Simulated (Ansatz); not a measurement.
# How the conductance of NiSi2/Si/CoSi2 changes with thickness

Wanted: T(E), the conductance and its decay constant for NiSi2/Si/CoSi2. The lower electrode is NiSi2 fluorite(111) turned by 180 degrees (type B), the upper one CoSi2 fluorite(111) turned by 180 degrees (type B); the barrier is Si diamond(111) (whole bilayers). In the first transport cell, after relaxation, the nearest pair of electrode and barrier is Si–Si at 2.37 Å, along the normal, at the lower face and Si–Si at 2.39 Å, along the normal, at the upper one. All share a net of side 3.84 Å, which strains the lower electrode by +0.0 %, the upper one by +1.3 % and the barrier by -0.7 %, against typed lattice constants near PBE's. The first steps treat the bulk electrodes alone.

Main program and level: Ansatz 0.2.0; PBE DFT, plane waves, PAW files, in the first sound run; inputs show where later runs differ.

### 1. The structure

Symmetry: Fm-3m, No. 225, cubic system. The conventional cell has a = 5.430 Å, b = 5.430 Å, c = 5.430 Å, α = 90.00°, β = 90.00°, γ = 90.00°. Si has 4 Ni at 2.35 Å nearest. Ni has 8 Si at 2.35 Å nearest. Farther neighbours are not listed.

### 2. Layer spacing of the electrode

The electrode is held to the junction's net and relaxed along the normal; its spacing is used for the ideal lead layers.

Input file input.yaml:

```yaml
crystal:
  lattice:
    - [3.84, 0.0, 0.0]
    - [-1.92, 3.3255375505, 0.0]
    - [0.0, 0.0, 9.4043325761]
  atoms:
    - { symbol: Si, position: [0.0, 0.0, 0.0] }
    - { symbol: Ni, position: [0.6666666667, 0.3333333333, 0.0833333333] }
    - { symbol: Si, position: [0.3333333333, 0.6666666667, 0.1666666667] }
    - { symbol: Si, position: [0.6666666667, 0.3333333333, 0.3333333333] }
    - { symbol: Ni, position: [0.3333333333, 0.6666666667, 0.4166666667] }
    - { symbol: Si, position: [0.0, 0.0, 0.5] }
    - { symbol: Si, position: [0.3333333333, 0.6666666667, 0.6666666667] }
    - { symbol: Ni, position: [0.0, 0.0, 0.75] }
    - { symbol: Si, position: [0.6666666667, 0.3333333333, 0.8333333333] }
kpoints:
  mp_grid: { grid: [12, 12, 3] }
scf:
  occupations: { method: fermi_dirac, width: 0.1 }
  max_iter: 150
hamiltonian:
  xc: pbe
relax:
  f_tol: 0.01
  max_steps: 40
  cell: { fix: [a, b, angles] }
```

Launch:

```bash
> ansatz run input.yaml --threads 8 --pin off --max-ram 24576MiB --backend cpu --events-out ev --progress --plain --runs-dir out
```

Numbers of over 12 decimals in the logs are rounded to 6 here.

The program printed:

```text
Engine: ansatz 0.2.0, aarch64-unknown-linux-gnu
Pseudopotentials: kind: paw
Pseudopotential: Si, paw, valence charge 4, recommended cutoff 420 eV (normal), Si.paw.azcp
Pseudopotential: Ni, paw, valence charge 18, recommended cutoff 420 eV (normal), Ni.paw.azcp
Functional definition: PBE
  parameter kappa = 0.804
  parameter beta = 0.066725
  exchange = pbe_x(kappa = kappa, mu = beta*pi^2/3)
  correlation = pbe_c(beta = beta)
Crystal: 9 atoms, lattice volume = 120.094 Å³
Basis set: ecut = 420 eV, 2287 PW (Γ), exchange–correlation on 54×54×128 points (8 copies of the dense FFT grid, shifted against one another)
Bands: 48, of which v1, the nominal top of the filled ones, is band 39 counted from 1 (38 counted from 0)
Symmetry: 36 space group operations
Space group: R-3m (ITA 166), of the structure as read, at distance tolerance 4.9e-5 Å
k-points: 50 of 432
Non-local potential: Si, projectors of the file, l = 0: 2, l = 1: 2, l = 2: 2
Non-local potential: Ni, projectors of the file, l = 0: 3, l = 1: 2, l = 2: 3, l = 3: 1
PAW form: soft (Blöchl's): semilocal exchange-correlation on the pseudo side does not see the compensation charge
PAW one-centre angular grid: Si, 110 points (default); XC on 64 Gauss nodes
PAW one-centre angular grid: Ni, 590 points (default); XC on 64 Gauss nodes
Initial density: superposition of atomic densities (neutral atoms: chi_scale 0, normalization atom), corrected by the library's trained network
Initial wavefunctions: pseudopotential atomic-orbital guess
Functional: x = pbe(κ = 0.804, μ = 0.219515), c = pbe(β = 0.066725)
SCF iter   1: F=—  HF=-21337.252543 eV  |F-HF|=—  |Δ(HF+E_count)|=         —  Δρ=1.04e-2  dr2=9.25e-2  ethr=1.77e-3  ⟨swp⟩=7.7  Hψ=10312  notcnv=0  defer=3
preconditioner: auto → Kerker (q_TF=auto, 2.539 Å⁻¹)  [metal: Δε(μ)=0.023 eV  Ē_g=7.331 eV  σ=0.100 eV  W_gap=0.06  n_scr=36 (ndim 8)  ℏωp=24.9 eV  f_vac=0.000  D(μ)=2.76/eV (n_scr^D=24)]
SCF iter   2: F=—  HF=-21337.244016 eV  |F-HF|=—  |Δ(HF+E_count)|=   8.53e-3  Δρ=4.25e-3  dr2=1.88e-2  ethr=1.19e-4  ⟨swp⟩=2.0  Hψ=3000  notcnv=0  defer=3
SCF iter   3: F=—  HF=-21337.242056 eV  |F-HF|=—  |Δ(HF+E_count)|=   1.96e-3  Δρ=5.51e-4  dr2=2.65e-4  ethr=2.40e-5  ⟨swp⟩=1.4  Hψ=2597  notcnv=0  defer=4
SCF iter   4: F=—  HF=-21337.242208 eV  |F-HF|=—  |Δ(HF+E_count)|=   1.52e-4  Δρ=1.99e-4  dr2=6.47e-5  ethr=3.40e-7  ⟨swp⟩=2.0  Hψ=4337  notcnv=0  defer=4
SCF iter   5: F=—  HF=-21337.242202 eV  |F-HF|=—  |Δ(HF+E_count)|=   5.55e-6  Δρ=2.20e-4  dr2=4.10e-5  ethr=8.30e-8  ⟨swp⟩=2.0  Hψ=3733  notcnv=0  defer=4
SCF iter   6: F=—  HF=-21337.242205 eV  |F-HF|=—  |Δ(HF+E_count)|=   2.41e-6  Δρ=6.04e-5  dr2=4.61e-6  ethr=5.26e-8  ⟨swp⟩=2.1  Hψ=3358  notcnv=0  defer=4
SCF iter   7: F=—  HF=-21337.242206 eV  |F-HF|=—  |Δ(HF+E_count)|=   1.89e-6  Δρ=1.16e-5  dr2=2.35e-7  ethr=5.91e-9  ⟨swp⟩=2.0  Hψ=3400  notcnv=0  defer=4
SCF iter   8: F=-21337.242207 eV  HF=-21337.242207 eV  |F-HF|=1.08e-9  |Δ(HF+E_count)|=   1.50e-7  Δρ=2.55e-6  dr2=1.10e-8  ethr=1.28e-10  ⟨swp⟩=4.1  Hψ=8449  notcnv=0
SCF 1 converged in 8 iterations: F = -21337.242207 eV  dr2 = 1.10e-8
  greatest PAW one-centre occupation: 1.000 electrons in one spin orbital (limit 2), on the Ni atom at site 7 (counted from 0), in its partial waves of l = 1
relax step   1: F+E_penalty+E_count = -21337.24220659 eV  Δ(F+E_penalty+E_count) = +0.000e0 eV  max|allowed force component| = 3.279e-2 eV/Å  Δτ_max = 0.0000 Å  P = +1.161 GPa  Ω = 120.094 Å³  fix = [a, b, alpha, beta, gamma]  reactions: a +0.713, b +0.713 GPa  (8 SCF iters, dr2 threshold 1.00e-7 eV, accepted)
Crystal: 9 atoms, lattice volume = 120.669 Å³
Basis set: ecut = 420 eV, 2323 PW (Γ), exchange–correlation on 54×54×128 points (8 copies of the dense FFT grid, shifted against one another)
Initial density: handed on by an earlier stage of this run
Initial wavefunctions: those handed on with the density
iter 1 solved again at ethr=9.67e-7 eV; its pass at ethr=3.10e-3 eV (dr2=7.55e-4 eV) is discarded
SCF iter   1: F=—  HF=-21337.248298 eV  |F-HF|=—  |Δ(HF+E_count)|=         —  Δρ=9.91e-4  dr2=6.29e-4  ethr=9.67e-7  ⟨swp⟩=2.2  Hψ=10981  notcnv=0
preconditioner: auto → Kerker (q_TF=auto, 2.537 Å⁻¹)  [metal: Δε(μ)=0.019 eV  Ē_g=7.325 eV  σ=0.100 eV  W_gap=0.05  n_scr=36 (ndim 8)  ℏωp=24.8 eV  f_vac=0.002  D(μ)=2.71/eV (n_scr^D=24)]
SCF iter   2: F=—  HF=-21337.248177 eV  |F-HF|=—  |Δ(HF+E_count)|=   1.22e-4  Δρ=4.06e-4  dr2=1.28e-4  ethr=8.06e-7  ⟨swp⟩=1.1  Hψ=2478  notcnv=0
SCF iter   3: F=—  HF=-21337.248158 eV  |F-HF|=—  |Δ(HF+E_count)|=   1.81e-5  Δρ=1.88e-4  dr2=3.26e-5  ethr=1.64e-7  ⟨swp⟩=1.1  Hψ=2428  notcnv=0
SCF iter   4: F=—  HF=-21337.248156 eV  |F-HF|=—  |Δ(HF+E_count)|=   2.22e-6  Δρ=9.10e-5  dr2=9.60e-6  ethr=4.18e-8  ⟨swp⟩=2.2  Hψ=3497  notcnv=0
iter 5 did not close the SCF: its close was put off for the readings that it lacked (scf_convergence_deferred on its scf_iter line)
SCF iter   5: F=-21337.248156 eV  HF=-21337.248156 eV  |F-HF|=3.93e-8  |Δ(HF+E_count)|=   2.86e-7  Δρ=1.65e-5  dr2=4.63e-7  ethr=1.23e-8  ⟨swp⟩=1.7  Hψ=3063  notcnv=0
SCF iter   6: F=-21337.248157 eV  HF=-21337.248157 eV  |F-HF|=4.23e-9  |Δ(HF+E_count)|=   1.92e-7  Δρ=7.07e-6  dr2=5.67e-8  ethr=5.94e-10  ⟨swp⟩=2.9  Hψ=8816  notcnv=0
SCF 2 converged in 6 iterations: F = -21337.248157 eV  dr2 = 5.67e-8
relax step   2: F+E_penalty+E_count = -21337.24815665 eV  Δ(F+E_penalty+E_count) = -5.950e-3 eV  max|allowed force component| = 1.990e-2 eV/Å  Δτ_max = 0.0049 Å  P = +0.465 GPa  Ω = 120.669 Å³  energy of the carried Pulay correction = -1.587e-4 eV  fix = [a, b, alpha, beta, gamma]  reactions: a +0.236, b +0.236 GPa  (6 SCF iters, dr2 threshold 9.00e-7 eV, accepted)
Crystal: 9 atoms, lattice volume = 121.165 Å³
Basis set: ecut = 420 eV, 2335 PW (Γ), exchange–correlation on 54×54×128 points (8 copies of the dense FFT grid, shifted against one another)
iter 1 solved again at ethr=7.65e-7 eV; its pass at ethr=3.10e-3 eV (dr2=5.96e-4 eV) is discarded
SCF iter   1: F=—  HF=-21337.249874 eV  |F-HF|=—  |Δ(HF+E_count)|=         —  Δρ=8.74e-4  dr2=4.76e-4  ethr=7.65e-7  ⟨swp⟩=2.2  Hψ=10964  notcnv=0
preconditioner: auto → Kerker (q_TF=auto, 2.535 Å⁻¹)  [metal: Δε(μ)=0.044 eV  Ē_g=7.297 eV  σ=0.100 eV  W_gap=0.11  n_scr=36 (ndim 8)  ℏωp=24.8 eV  f_vac=0.002  D(μ)=2.69/eV (n_scr^D=24)]
SCF iter   2: F=—  HF=-21337.249773 eV  |F-HF|=—  |Δ(HF+E_count)|=   1.00e-4  Δρ=3.63e-4  dr2=1.00e-4  ethr=6.10e-7  ⟨swp⟩=1.1  Hψ=2476  notcnv=0
SCF iter   3: F=—  HF=-21337.249762 eV  |F-HF|=—  |Δ(HF+E_count)|=   1.17e-5  Δρ=1.66e-4  dr2=2.57e-5  ethr=1.29e-7  ⟨swp⟩=1.0  Hψ=2400  notcnv=0
SCF iter   4: F=—  HF=-21337.249760 eV  |F-HF|=—  |Δ(HF+E_count)|=   1.21e-6  Δρ=8.17e-5  dr2=7.78e-6  ethr=3.30e-8  ⟨swp⟩=2.2  Hψ=3591  notcnv=0
iter 5 did not close the SCF: its close was put off for the readings that it lacked (scf_convergence_deferred on its scf_iter line)
SCF iter   5: F=-21337.249761 eV  HF=-21337.249761 eV  |F-HF|=3.39e-8  |Δ(HF+E_count)|=   2.63e-7  Δρ=1.51e-5  dr2=3.78e-7  ethr=9.97e-9  ⟨swp⟩=1.8  Hψ=3237  notcnv=0
SCF iter   6: F=-21337.249761 eV  HF=-21337.249761 eV  |F-HF|=6.73e-10  |Δ(HF+E_count)|=   1.63e-7  Δρ=6.99e-6  dr2=5.38e-8  ethr=4.85e-10  ⟨swp⟩=2.9  Hψ=8602  notcnv=0
SCF 3 converged in 6 iterations: F = -21337.249761 eV  dr2 = 5.38e-8
relax step   3: F+E_penalty+E_count = -21337.24976079 eV  Δ(F+E_penalty+E_count) = -1.604e-3 eV  max|allowed force component| = 1.781e-3 eV/Å  Δτ_max = 0.0049 Å  P = -0.119 GPa  Ω = 121.165 Å³  energy of the carried Pulay correction = -2.952e-4 eV  fix = [a, b, alpha, beta, gamma]  reactions: a -0.178, b -0.178 GPa  (6 SCF iters, dr2 threshold 9.00e-7 eV, accepted)
Initial wavefunctions: pseudopotential atomic-orbital guess (no wavefunctions were taken with the density)
iter 1 solved again at ethr=3.75e-6 eV; its pass at ethr=3.10e-3 eV (dr2=2.93e-3 eV) is discarded
SCF iter   1: F=—  HF=-21337.249890 eV  |F-HF|=—  |Δ(HF+E_count)|=         —  Δρ=2.01e-4  dr2=1.08e-6  ethr=3.75e-6  ⟨swp⟩=2.8  Hψ=15295  notcnv=0
eigensolver tolerance schedule: the retry pair's looser diagonalisation over-reported the residual by 2719.50 of it (diagonalisation noise at an unbounded share of the residual, at the tolerance the schedule requests for it); recorded, not acted on — ethr = c·dr2/N_el stays at c = 1.0e-1
SCF iter   2: F=—  HF=-21337.250017 eV  |F-HF|=—  |Δ(HF+E_count)|=   1.27e-4  Δρ=1.02e-4  dr2=2.88e-7  ethr=1.38e-9  ⟨swp⟩=2.9  Hψ=4912  notcnv=0
SCF iter   3: F=—  HF=-21337.250077 eV  |F-HF|=—  |Δ(HF+E_count)|=   6.02e-5  Δρ=4.06e-6  dr2=1.61e-8  ethr=3.69e-10  ⟨swp⟩=1.0  Hψ=2404  notcnv=0
SCF iter   4: F=—  HF=-21337.250077 eV  |F-HF|=—  |Δ(HF+E_count)|=   3.95e-9  Δρ=1.11e-6  dr2=2.72e-9  ethr=2.06e-11  ⟨swp⟩=2.2  Hψ=3087  notcnv=0
SCF iter   5: F=—  HF=-21337.250077 eV  |F-HF|=—  |Δ(HF+E_count)|=   1.52e-9  Δρ=5.00e-7  dr2=5.29e-10  ethr=3.48e-12  ⟨swp⟩=2.0  Hψ=3482  notcnv=0
SCF iter   6: F=-21337.250077 eV  HF=-21337.250077 eV  |F-HF|=7.28e-12  |Δ(HF+E_count)|=  4.98e-10  Δρ=6.11e-8  dr2=4.01e-12  ethr=1.00e-12  ⟨swp⟩=3.0  Hψ=9661  notcnv=0
SCF 4 converged in 6 iterations: F = -21337.250077 eV  dr2 = 4.01e-12
relax step   4: F+E_penalty+E_count = -21337.25007692 eV  Δ(F+E_penalty+E_count) = -3.161e-4 eV  max|allowed force component| = 1.818e-3 eV/Å  Δτ_max = 0.0000 Å  P = -0.118 GPa  Ω = 121.165 Å³  fix = [a, b, alpha, beta, gamma]  reactions: a -0.178, b -0.178 GPa  stress off target by 2.61e-3 GPa on what of the cell is left free  SCF on the basis re-selected at this cell (its energy is not comparable with the rows above)  (6 SCF iters)
basis re-selected at this cell: Δ(F+E_penalty+E_count) = -3.161e-4 eV, ΔP = +0.001 GPa vs the last step (what re-selecting the basis moved, of the pressure what is left beyond the Pulay correction that the steps carried, after the strain that the cell walked since its last selection, with what the two solves' SCF thresholds leave and, on support functions, any second-order correction that the steps lacked; it is no m [...]
SCF converged after 6 iterations
Free energy (F): -21337.250077 eV
Harris-Foulkes:  -21337.250077 eV  (|F-HF|=7.28e-12)
Internal energy: -21337.161385 eV  (E = F + TS)
E sigma→0 (E₀):  -21337.205731 eV
Entropy (-TS):   -0.088692 eV (-9.855 meV/atom)
Fermi energy:    12.854142 eV
--- Per-component energies (eV) ---
  E_band       = -1054.656728
  E_kinetic    = 1107.518555
  E_local      = -14804.914671  (includes V_loc(G=0)·N_el)
  E_nonlocal   = 2038.793466
  E_hartree    = 6399.499385
  E_xc         = -596.351401
  E_vxc        = -623.499574  (∫ρ·V_xc dr)
  E_paw        = -7954.306850  (= ΣΔE_a)
  E_vpaw       = -1571.555117  (= ΣTr[D̂ρ^β])
  E_aug_tail   = 0.001692  (compensation charges beyond the density's cutoff)
  E_ewald      = -7527.401562
  E_smearing   = -0.088692  (= −TS)
  E_closure    = 0.000000  (closes the sum)
  Σ components = -21337.250077   (vs F -21337.250077, Δ=0.00e0)
--- Forces (eV/Å), atoms counted from 1 ---
  atom   1  Si    -0.00000000    -0.00000000    -0.00181799
  atom   2  Ni     0.00000000    -0.00000000     0.00000000
  atom   3  Si     0.00000000     0.00000000     0.00181799
  atom   4  Si    -0.00000000    -0.00000000    -0.00181799
  atom   5  Ni    -0.00000000    -0.00000000     0.00000000
  atom   6  Si     0.00000000     0.00000000     0.00181799
  atom   7  Si    -0.00000000    -0.00000000    -0.00181799
  atom   8  Ni     0.00000000     0.00000000     0.00000000
  atom   9  Si     0.00000000     0.00000000     0.00181799
  max |Σ_I F_I| component: 2.10e-16 eV/Å
--- Stress (GPa, compression-positive) ---
       -0.177903      -0.000000      -0.000000
       -0.000000      -0.177903       0.000000
        0.000000      -0.000000       0.002613
  P = ⅓ Tr σ = -0.1177 GPa (-1.177 kbar)
--- Relaxed structure (3 steps of the walk, 3 accepted, 1 SCFs on fresh bases) ---
  F+E_penalty+E_count = -21337.25007692 eV   max|allowed force component| = 1.818e-3 eV/Å   (the final SCF, on the basis selected at the relaxed cell)
  cell:  # Å, volume = 121.1655 Å³
    - [3.840000, 0, 0]
    - [-1.920000, 3.325538, 0]
    - [0, 0, 9.488241]
  atoms:
    - { symbol: Si, position: [0, 0, -0.00103583] }
    - { symbol: Ni, position: [0.666667, 0.333333, 0.083333] }
    - { symbol: Si, position: [0.333333, 0.666667, 0.167702] }
    - { symbol: Si, position: [0.666667, 0.333333, 0.332298] }
    - { symbol: Ni, position: [0.333333, 0.666667, 0.416667] }
    - { symbol: Si, position: [0, 0, 0.501036] }
    - { symbol: Si, position: [0.333333, 0.666667, 0.665631] }
    - { symbol: Ni, position: [0, 0, 0.750000] }
    - { symbol: Si, position: [0.666667, 0.333333, 0.834369] }
```

Elapsed: 7.6 s, on 8 threads of Arm Neoverse V2, shared host; peak memory 0.75 GiB.

This run has no spin polarisation, although Ni can carry a moment.

Relaxation path:

| step | energy less that of the first step (eV) | largest force component (eV/Å) | pressure (GPa) | volume (Å³) |
| --- | --- | --- | --- | --- |
| 1 | 0.0000 | 0.0328 | 1.16 | 120.09 |
| 2 | -0.0060 | 0.0199 | 0.46 | 120.67 |
| 3 | -0.0076 | 0.0018 | -0.12 | 121.17 |
| 4* | -0.0079 | 0.0018 | -0.12 | 121.17 |

Relaxation steps marked * repeat the geometry before them on a plane-wave basis chosen anew for their cell, so energy and pressure can jump there.

Forces are held to the 36 operations that the run works with; a distortion that breaks them can't arise in this run.

| cell as run | before | after | change |
| --- | --- | --- | --- |
| a (Å) | 3.840 | 3.840 | -0.0 % |
| b (Å) | 3.840 | 3.840 | -0.0 % |
| c (Å) | 9.404 | 9.488 | +0.9 % |
| volume (Å³/atom) | 13.34 | 13.46 | +0.9 % |

This step gave:

- free energy: -21337.2501 eV
- Fermi energy: 12.85 eV
- pressure: -0.1177 GPa

The relaxation ends with a largest force component of 0.0018 eV/Å.

(Continued in part 2 of 8.)

[Logs are printed without paths, hosts, clocks, repeated set-up lines and the standing remarks that a program may print on its own settings, such as how far it seeks lower states.]

[Hosts, paths, dates, database ids (printed as entryN), source tags and the programs' standing remarks are cut or masked in the printed files.]
